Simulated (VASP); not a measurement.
# MgS (R3m) in VASP: settings compared

Aim: see how the results for MgS move with the level of theory and the settings. Levels: r2SCAN, HSE06. Tasks: single point.

All numbers are computed with VASP 6.6.1; they aren't measurements. Logs are shortened: lines on timing, memory, paths and dates and some standing lists are left out, and cuts for length are marked.

## 1. The cell of the first run

The structure is trigonal, space group R3m (No. 160). The conventional cell has a = 4.003 Å, b = 4.003 Å, c = 9.629 Å, α = 90.00°, β = 90.00°, γ = 120.00°. Around Mg (site symmetry 3m) lie 4 S at 2.43 to 2.44 Å. Around S (site symmetry 3m) lie 4 Mg at 2.43 to 2.44 Å.

The cell was built by a generator and needn't be a form met in nature.

## 2. Single point, r2SCAN (shear_111 strain -1.8%)

POSCAR

```
MgS
1.0
   -0.0341592472      2.7967175918      2.7967175918
    2.7967175918     -0.0341592472      2.7967175918
    2.7967175918      2.7967175918     -0.0341592472
Mg S
1 1
Direct
   -0.0011961559     -0.0011961559     -0.0011961559
    0.2511961559      0.2511961559      0.2511961559
```

INCAR.step1

```
PREC = Accurate
ENCUT = 520
ISMEAR = 0
SIGMA = 0.01
LREAL = F
LASPH = T
NELM = 100
NBANDS = 11
GGA = PE
ALGO = Normal
EDIFF = 1E-4
LWAVE = T
LCHARG = F
```

INCAR.step2

```
PREC = Accurate
ENCUT = 520
EDIFF = 1E-6
ISMEAR = 0
SIGMA = 0.01
LREAL = F
LASPH = T
NELM = 100
ALGO = Normal
ISIF = 2
LWAVE = F
LCHARG = F
METAGGA = R2SCAN
LMIXTAU = T
NBANDS = 11
ISTART = 1
```

KPOINTS

```
Automatic mesh
0
Gamma
  8 8 8
```

Potentials or basis: VASP PAW PBE potentials, release 64 (Mg, S).

Launch:

```sh
$ cat potpaw_PBE.64/Mg/POTCAR potpaw_PBE.64/S/POTCAR > POTCAR
$ cp INCAR.step1 INCAR
$ mpirun -np 1 vasp_std > vasp.out
$ cp INCAR.step2 INCAR
$ mpirun -np 1 vasp_std > vasp.out
```

OUTCAR:

```text
PREC = Accurate
   ENCUT = 520
   EDIFF = 1E-6
   ISMEAR = 0
   LREAL = F
   LASPH = T
   NELM = 100
   ISIF = 2
   METAGGA = R2SCAN
   ISTART = 1

 ion  position               nearest neighbor table
   1  0.999  0.999  0.999-   2 2.43   2 2.44   2 2.44   2 2.44
   2  0.251  0.251  0.251-   1 2.43   1 2.44   1 2.44   1 2.44

  LATTYP: Found a trigonal (rhomboedric) cell.
 ALAT       =     3.9553034562
 COS(alpha) =     0.4877495685

  Lattice vectors:

 A1 = (  -0.0341592472,   2.7967175918,   2.7967175918)
 A2 = (   2.7967175918,  -0.0341592472,   2.7967175918)
 A3 = (   2.7967175918,   2.7967175918,  -0.0341592472)

Analysis of symmetry for initial positions (statically):
=====================================================================
 Subroutine PRICEL returns:
 Original cell was already a primitive cell.

 Routine SETGRP: Setting up the symmetry group for a
 trigonal (rhombohedral) supercell.

 Subroutine GETGRP returns: Found  6 space group operations
 (whereof  6 operations were pure point group operations)
 out of a pool of 12 trial point group operations.

The static configuration has the point symmetry C_3v.

Analysis of symmetry for dynamics (positions and initial velocities):
=====================================================================
 Subroutine PRICEL returns:
 Original cell was already a primitive cell.

 Routine SETGRP: Setting up the symmetry group for a
 trigonal (rhombohedral) supercell.

 Subroutine GETGRP returns: Found  6 space group operations
 (whereof  6 operations were pure point group operations)
 out of a pool of 12 trial point group operations.

The dynamic configuration has the point symmetry C_3v.

 Subroutine INISYM returns: Found  6 space group operations
 (whereof  6 operations are pure point group operations),
 and found     1 'primitive' translations

----------------------------------------------------------------------------------------

                                     Primitive cell

  volume of cell :      44.5513

  direct lattice vectors                    reciprocal lattice vectors
    -0.034159247  2.796717592  2.796717592    -0.175538447  0.177708994  0.177708994
     2.796717592 -0.034159247  2.796717592     0.177708994 -0.175538447  0.177708994
     2.796717592  2.796717592 -0.034159247     0.177708994  0.177708994 -0.175538447

  length of vectors
     3.955303456  3.955303456  3.955303456     0.306552964  0.306552964  0.306552964

  position of ions in fractional coordinates (direct lattice)
     0.998803844  0.998803844  0.998803844
     0.251196156  0.251196156  0.251196156

  ion indices of the primitive-cell ions
   primitive index   ion index
                 1           1
                 2           2

----------------------------------------------------------------------------------------

 KPOINTS: Automatic mesh

Automatic generation of k-mesh.
 Grid dimensions read from file:
 generate k-points for:    8    8    8

 Generating k-lattice:

  Cartesian coordinates                     Fractional coordinates (reciprocal lattice)
    -0.021942306  0.022213624  0.022213624     0.125000000  0.000000000 -0.000000000
     0.022213624 -0.021942306  0.022213624     0.000000000  0.125000000 -0.000000000
     0.022213624  0.022213624 -0.021942306     0.000000000  0.000000000  0.125000000

  Length of vectors
     0.038319120  0.038319120  0.038319120

  Shift w.r.t. Gamma in fractional coordinates (k-lattice)
     0.000000000  0.000000000  0.000000000

 Subroutine IBZKPT returns following result:
 ===========================================

 Found     65 irreducible k-points:

 Following reciprocal coordinates:
            Coordinates               Weight
  0.000000  0.000000  0.000000      1.000000
  0.125000  0.000000 -0.000000      6.000000
  0.250000  0.000000 -0.000000      6.000000
  0.375000  0.000000  0.000000      6.000000
  0.500000  0.000000 -0.000000      3.000000
  0.125000  0.125000 -0.000000      6.000000
[... 16 lines left out ...]
  0.250000  0.125000  0.125000      6.000000
  0.375000  0.125000  0.125000      6.000000
 [... further k-points ...]
   k-points           NKPTS =     65   k-points in BZ     NKDIM =     65   number of bands    NBANDS=     11
   number of dos      NEDOS =    301   number of ions     NIONS =      2
   total plane-waves  NPLWV =  27000
   dimension x,y,z NGX =    30 NGY =   30 NGZ =   30
   dimension x,y,z NGXF=    60 NGYF=   60 NGZF=   60
   ions per type =               1   1
   NGX,Y,Z   is equivalent  to a cutoff of  12.61, 12.61, 12.61 a.u.
   NGXF,Y,Z  is equivalent  to a cutoff of  25.22, 25.22, 25.22 a.u.
 SYSTEM =  unknown system
   PREC   = accura    normal or accurate (medium, high low for compatibility)
   ISTART =      1    job   : 0-new  1-cont  2-samecut
   ICHARG =      0    charge: 1-file 2-atom 10-const
   ISPIN  =      1    spin polarized calculation?
   LNONCOLLINEAR =      F non collinear calculations
   LSORBIT =      F    spin-orbit coupling
   LASPH  =      T    aspherical Exc in radial PAW
   ENCUT  =  520.0 eV  38.22 Ry    6.18 a.u.   7.35  7.35  7.35*2*pi/ulx,y,z
   NELM   =    100;   NELMIN=  2; NELMDL=  0     # of ELM steps
   EDIFF  = 0.1E-05   stopping-criterion for ELM
   LREAL  =      F    real-space projection
   EDIFFG = 0.1E-04   stopping-criterion for IOM
   NSW    =      0    number of steps for IOM
   IBRION =     -1    ionic relax: 0-MD 1-quasi-New 2-CG
   NFREE  =      0    steps in history (QN), initial steepest desc. (CG)
   ISIF   =      2    stress and relaxation
   ISYM   =      2    0-nonsym 1-usesym 2-fastsym
   POTIM  = 0.5000    time-step for ionic-motion
   TEBEG  =    0.0;   TEEND  =   0.0 temperature during run
   PSTRESS=    0.0 pullay stress
   NELECT =       8.0000    total number of electrons
   NUPDOWN=      -1.0000    fix difference up-down
   EMIN   =  10.00;   EMAX   =-10.00  energy-range for DOS
   EFERMI =   0.00;   METHOD = LEGACY
   ISMEAR =     0;   SIGMA  =   0.01  broadening in eV -4-tet -1-fermi 0-gaus
   EFERMI_NEDOS =   21; number of points for ismear=-14 and -15
   IALGO  =     38    algorithm
   IMIX   =      4    mixing-type and parameters
     AMIX     =   0.40;   BMIX     =  1.00
     AMIX_MAG =   1.60;   BMIX_MAG =  1.00
  volume/ion in A,a.u.               =      22.28       150.32
  Fermi-wavevector in a.u.,A,eV,Ry     =   0.923602  1.745354 11.606317  0.853040
  Thomas-Fermi vector in A             =   2.049256
   LORBIT       =      0    0 simple, 1 ext, 2 COOP (PROOUT), +10 PAW based schemes
   METAGGA = R2SCAN    functional components
   LHFCALC =     F    Hartree Fock is set to
   AEXX    =    0.0000 exact exchange contribution
   IVDW    =     0    specifies the selected vdW correction
   LEPSILON=     F    determine dielectric tensor
   LRPA    =     F    only Hartree local field effects (RPA)
 non-spin polarized calculation
 Gauss-broadening in eV      SIGMA  =   0.01
  energy-cutoff  :      520.00
  volume of cell :       44.55
 maximum number of plane-waves:      1241
 NGX is ok and might be reduce to    30
   NGX = 15   NGY = 15   NGZ = 15

 number of electron       8.0000001 magnetization

 Free energy of the ion-electron system (eV)
  ---------------------------------------------------
  ext. energy  EPLUGINS =         0.00000000
  ---------------------------------------------------
  free energy    TOTEN  =       -15.44712576 eV

  energy without entropy =      -15.44712576  energy(sigma->0) =      -15.44712576

 E-fermi :   0.9983     XC(G=0):  -8.8496

 val. band max:        0.9593418120   @ k =   0.0000   0.0000   0.0000
 cond. band min:       5.1057833921   @ k =   0.0000   0.0000   0.0000
 fundamental gap:      4.1464415802
 Fermi energy:         0.9983114329

 k-point     1 :       0.0000    0.0000    0.0000
  band No.  band energies     occupation
      1     -10.9171      2.00000
      2       0.8478      2.00000
      3       0.8478      2.00000
      4       0.9593      2.00000
      5       5.1058      0.00000
      6       9.4426      0.00000
      7       9.4426      0.00000
      8       9.7006      0.00000
      9      12.3800      0.00000
     10      12.3800      0.00000
     11      15.7219      0.00000

 k-point     2 :       0.1250    0.0000   -0.0000
  band No.  band energies     occupation
      1     -10.8254      2.00000
      2       0.1936      2.00000
      3       0.7977      2.00000
      4       0.8917      2.00000
      5       5.7553      0.00000
      6       9.3031      0.00000
      7       9.6306      0.00000
      8       9.8551      0.00000
      9      11.8985      0.00000
     10      11.9515      0.00000
     11      14.9225      0.00000

 k-point     3 :       0.2500    0.0000   -0.0000
  band No.  band energies     occupation
      1     -10.5881      2.00000
      2      -1.0047      2.00000
      3       0.6840      2.00000
      4       0.7636      2.00000
      5       6.6269      0.00000
      6       9.3874      0.00000
      7       9.6641      0.00000
      8       9.8254      0.00000
      9      11.9360      0.00000
     10      12.1141      0.00000
     11      14.0427      0.00000

 k-point     4 :       0.3750    0.0000    0.0000
  band No.  band energies     occupation
      1     -10.3228      2.00000
      2      -1.9712      2.00000
      3       0.5792      2.00000
      4       0.6463      2.00000
      5       6.8024      0.00000
      6       9.2742      0.00000
      7       9.4085      0.00000
      8       9.9972      0.00000
      9      13.2692      0.00000
     10      13.5097      0.00000
     11      14.1220      0.00000
[... 239 lines left out ...]
 k-point    22 :       0.1250    0.1250    0.1250
  band No.  band energies     occupation
      1     -10.8206      2.00000
      2       0.2841      2.00000
      3       0.7888      2.00000
      4       0.7888      2.00000
      5       5.7419      0.00000
      6       9.5003      0.00000
      7       9.6404      0.00000
      8       9.6404      0.00000
      9      11.8821      0.00000
     10      11.8821      0.00000
     11      14.8652      0.00000

 k-point    23 :       0.2500    0.1250    0.1250
  band No.  band energies     occupation
      1     -10.6774      2.00000
      2      -0.3949      2.00000
      3       0.4905      2.00000
      4       0.7987      2.00000
      5       6.4997      0.00000
      6       9.1156      0.00000
      7       9.8241      0.00000
      8       9.8714      0.00000
      9      10.9238      0.00000
     10      12.4929      0.00000
     11      15.3947      0.00000

 k-point    24 :       0.3750    0.1250    0.1250
  band No.  band energies     occupation
      1     -10.4267      2.00000
      2      -1.3601      2.00000
      3       0.2290      2.00000
      4       0.6826      2.00000
      5       7.2868      0.00000
      6       8.9462      0.00000
      7       9.5318      0.00000
      8       9.7782      0.00000
      9      11.2977      0.00000
     10      13.9464      0.00000
     11      15.0497      0.00000

 [... further k-points ...]
[... 5 lines left out ...]
  --------------------------------------------------------------------------------------
  -------------------------------------------------------------------------------------
  Total        0.2343770      0.2343770      0.2343770      0.1076977      0.1076977      0.1076977
  in kB        8.4287930      8.4287930      8.4287930      3.8730829      3.8730829      3.8730829
  external PRESSURE =       8.4287930 kB  Pullay stress =       0.0000000 kB

 VOLUME and BASIS-vectors are now :
 -----------------------------------------------------------------------------
  energy-cutoff  :      520.00
  volume of cell :       44.55
      direct lattice vectors                 reciprocal lattice vectors
    -0.034159247  2.796717592  2.796717592    -0.175538447  0.177708994  0.177708994
     2.796717592 -0.034159247  2.796717592     0.177708994 -0.175538447  0.177708994
     2.796717592  2.796717592 -0.034159247     0.177708994  0.177708994 -0.175538447

 POSITION                                       TOTAL-FORCE (eV/Angst)
 -----------------------------------------------------------------------------------
      5.55263      5.55263      5.55263        -0.000804     -0.000804     -0.000804
      1.39647      1.39647      1.39647         0.000804      0.000804      0.000804
 -----------------------------------------------------------------------------------
    total drift:                                0.001130      0.001130      0.001130

  FREE ENERGIE OF THE ION-ELECTRON SYSTEM (eV)
  ---------------------------------------------------
  free  energy   TOTEN  =       -15.4471257625 eV

  energy  without entropy=      -15.4471257625  energy(sigma->0) =      -15.44712576
```

Wall time 2 min (1 thread of Intel Xeon Platinum 8375C at 2.90GHz (Ice Lake), shared host); peak memory 0.18 GiB.

Results:

- Free energy: -15.4471 eV
- Pressure: 0.8 GPa
- Band gap on the k mesh: 4.15 eV, direct

Stress tensor (GPa, compression positive):
```
0.84 0.39 0.39
0.39 0.84 0.39
0.39 0.39 0.84
```

Caveat: the PAW data sets were made with another functional, which shifts forces and pressure a little. A k mesh can miss the band edges.

## 3. Single point, HSE06 (uniaxial_x strain +4.8%)

POSCAR

```
MgS
1.0
    0.0000000000      2.8308768389      2.8308768389
    2.9656265765      0.0000000000      2.8308768389
    2.9656265765      2.8308768389      0.0000000000
Mg S
1 1
Direct
    0.0000000000      0.0000000000      0.0000000000
    0.2500000000      0.2500000000      0.2500000000
```

INCAR.step1

```
PREC = Accurate
ENCUT = 520
EDIFF = 1E-5
ISMEAR = 0
SIGMA = 0.01
LREAL = F
LASPH = T
NELM = 100
ALGO = Normal
ISIF = 2
LWAVE = T
LCHARG = F
NBANDS = 11
GGA = PE
```

Edit INCAR.step2 of step 2 so:

```diff
@@ -12,4 +12,6 @@
 LCHARG = F
-METAGGA = R2SCAN
-LMIXTAU = T
+GGA = PE
+LHFCALC = T
+HFSCREEN = 0.2079
+PRECFOCK = Normal
 NBANDS = 11
```

KPOINTS

```
regular mesh
0
Gamma
  6 6 6
```

Potentials or basis: VASP PAW PBE potentials, release 64 (Mg, S).

Launch:

```sh
$ cat potpaw_PBE.64/Mg/POTCAR potpaw_PBE.64/S/POTCAR > POTCAR
$ cp INCAR.step1 INCAR
$ mpirun -np 1 vasp_std > vasp.out
$ cp INCAR.step2 INCAR
$ mpirun -np 1 vasp_std > vasp.out
```

It took 27 min on 1 thread of Intel Xeon Platinum 8375C at 2.90GHz (Ice Lake), shared host; peak memory 0.3 GiB.

Results (log left out):

| Item | Value |
| --- | --- |
| Free energy | -9.8205 eV |
| Pressure | -2.7 GPa |
| Band gap on the k mesh | 4.21 eV, direct |

Stress tensor (GPa, compression positive):
```
-3.63  0.00  0.00
 0.00 -2.25  0.00
 0.00  0.00 -2.25
```

Levels at points of the mesh, in eV from the valence-band top:
```tsv
k point	band 2	band 3	band 4	band 5	band 6	band 7
(0.00, 0.00, 0.00)	-0.13	0.00	0.00	4.21	8.98	9.02
(0.50, 0.00, 0.00)	-3.27	-0.51	-0.27	5.96	8.52	8.93
(0.50, 0.50, 0.00)	-2.89	-1.20	-1.17	4.81	6.51	12.27
(0.00, 0.50, 0.50)	-3.10	-0.96	-0.96	4.91	6.85	11.75
```

Caveat: the PAW data sets were made with another functional, which shifts forces and pressure a little.

## 4. Single point, r2SCAN (uniaxial_x strain +4.8%)

POSCAR is that of step 3.

INCAR.step1

```
PREC     = Accurate       # precision mode
ENCUT    = 520            # plane-wave cutoff, eV
ISMEAR   = 0              # smearing method
SIGMA    = 0.01           # smearing width, eV
LREAL    = False          # projectors in reciprocal space
LASPH    = True           # aspherical terms in the spheres
NELM     = 100            # most SCF steps
NBANDS   = 11             # bands
GGA      = PE             # functional
ALGO     = Normal         # electronic algorithm
EDIFF    = 1E-4           # SCF threshold, eV
LWAVE    = True           # write WAVECAR
LCHARG   = False          # write CHGCAR
```

INCAR.step2

```
PREC     = Accurate       # precision mode
ENCUT    = 520            # plane-wave cutoff, eV
EDIFF    = 1E-7           # SCF threshold, eV
ISMEAR   = 0              # smearing method
SIGMA    = 0.01           # smearing width, eV
LREAL    = False          # projectors in reciprocal space
LASPH    = True           # aspherical terms in the spheres
NELM     = 100            # most SCF steps
ALGO     = Normal         # electronic algorithm
ISIF     = 2              # what is computed and relaxed
LWAVE    = False          # write WAVECAR
LCHARG   = False          # write CHGCAR
METAGGA  = R2SCAN         # meta-GGA
LMIXTAU  = True         
NBANDS   = 11             # bands
ISTART   = 1
```

KPOINTS

```
Automatic mesh
0
Gamma
  8 8 8
```

Launch:

```sh
$ cat potpaw_PBE.64/Mg/POTCAR potpaw_PBE.64/S/POTCAR > POTCAR
$ cp INCAR.step1 INCAR
$ mpirun -np 1 vasp_std > vasp.out
$ cp INCAR.step2 INCAR
$ mpirun -np 1 vasp_std > vasp.out
```

Run time: 2.6 min. Hardware: 1 thread of Intel Xeon Platinum 8375C at 2.90GHz (Ice Lake), shared host; peak memory 0.19 GiB.

Results (log left out):

- Free energy: -15.4234 eV
- Pressure: -2.9 GPa
- Band gap on the k mesh: 3.83 eV, direct

Stress tensor (GPa, compression positive):
```
-3.78  0.00  0.00
 0.00 -2.40  0.00
 0.00  0.00 -2.40
```

Levels at points of the mesh, in eV from the valence-band top:
| k point | band 1 | band 2 | band 3 | band 4 | band 5 | band 6 | band 7 | band 8 |
| --- | --- | --- | --- | --- | --- | --- | --- | --- |
| (0.00, 0.00, 0.00) | -11.63 | -0.14 | 0.00 | 0.00 | 3.83 | 8.42 | 8.44 | 8.44 |
| (0.50, 0.00, 0.00) | -11.00 | -3.04 | -0.48 | -0.25 | 5.53 | 7.92 | 8.32 | 8.99 |
| (0.50, 0.50, 0.00) | -10.78 | -2.66 | -1.12 | -1.10 | 4.27 | 6.03 | 11.77 | 12.29 |
| (0.00, 0.50, 0.50) | -10.85 | -2.87 | -0.90 | -0.90 | 4.38 | 6.37 | 11.24 | 12.96 |

Caveat: the PAW data sets were made with another functional, which shifts forces and pressure a little. A k mesh can miss the band edges.

## 5. The runs side by side

| level | cell | k mesh | exchange at q = 0 | grid for exact exchange (PRECFOCK) | screening parameter | gap on the mesh (eV) | pressure (GPa) |
| --- | --- | --- | --- | --- | --- | --- | --- |
| r2SCAN | shear_111 strain -1.8% | 8 × 8 × 8 | - | - | - | 4.15 | 0.8 |
| HSE06 | uniaxial_x strain +4.8% | 6 × 6 × 6 | truncated | Normal | 0.2079 1/A | 4.21 | -2.7 |
| r2SCAN | uniaxial_x strain +4.8% | 8 × 8 × 8 | - | - | - | 3.83 | -2.9 |

Alike in all rows: task single point; potentials or basis VASP PAW PBE potentials, release 64 (Mg, S); no spin polarisation; cutoff (eV) 520; smearing gaussian 0.01 eV.

Caveats: the PAW data sets were made with another functional, which shifts forces and pressure a little.

Total energies depend on the potentials used, so only differences within one code and one set of settings carry meaning.
